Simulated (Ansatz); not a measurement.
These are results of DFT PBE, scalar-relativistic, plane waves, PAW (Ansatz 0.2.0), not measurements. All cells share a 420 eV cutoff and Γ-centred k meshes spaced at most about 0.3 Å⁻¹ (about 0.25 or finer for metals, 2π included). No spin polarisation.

Each guess is relaxed in cell and atoms at zero pressure, on a coarse mesh first where it starts far from rest and then on a converged one. The steps can't lower the symmetry of the start, but it can rise. Energies are static (0 K, no zero-point motion).

Two unrelaxed guesses for Cu4O:

A. (collinear spin from parallel moments)

```
CELL_PARAMETERS angstrom
3.93911 0.00000 0.00000
0.00000 3.93911 0.00000
0.00000 0.00000 3.93911
ATOMIC_POSITIONS crystal
Cu 0.00000 0.00000 0.00000
Cu 0.50000 0.50000 0.00000
Cu 0.50000 0.00000 0.50000
Cu 0.00000 0.50000 0.50000
O 0.50000 0.50000 0.50000
```

B. (collinear spin from parallel moments)

```
CELL_PARAMETERS angstrom
-2.71692 2.71692 2.71692
2.71692 -2.71692 2.71692
2.71692 2.71692 -2.71692
ATOMIC_POSITIONS crystal
Cu 0.00000 0.00000 0.74631
Cu 0.74631 0.00000 0.00000
Cu 0.00000 0.74631 0.00000
Cu 0.25369 0.25369 0.25369
O 0.00000 0.00000 0.00000
```

Task: Where do they end, and which end is lower?

Result: A ends lower, by 183 meV/atom. A: Pm-3m at 12.2 Å³/atom → Pm-3m at 12.4 Å³/atom; B: I-43m at 16.0 Å³/atom → Im-3m at 12.9 Å³/atom. Counting Cu atoms around O (those within 1.25 times the shortest such distance or 1.15 times the sum of covalent radii), the end of A has O 6 and the end of B has O 8. End of A. Conventional cell: a = 3.961 Å. Cu on a site of symmetry m-3m has 12 Cu at 2.80 Å; Cu on a site of symmetry 4/mmm is surrounded by 2 O at 1.98 Å and 12 Cu at 2.80 Å; around O lie 6 Cu at 1.98 Å. End of B. Conventional cell: a = 5.049 Å. Around Cu lie 2 O at 2.19 Å and 6 Cu at 2.52 Å; around O lie 8 Cu at 2.19 Å.

Ends held by symmetry can be saddle points. Even the lowest of the cells shown lies +0.10 eV/atom against the elements. No Hubbard U is applied to the 3d shell of Cu. Some candidate types were left out of the draw beforehand, so a known form may be missing.
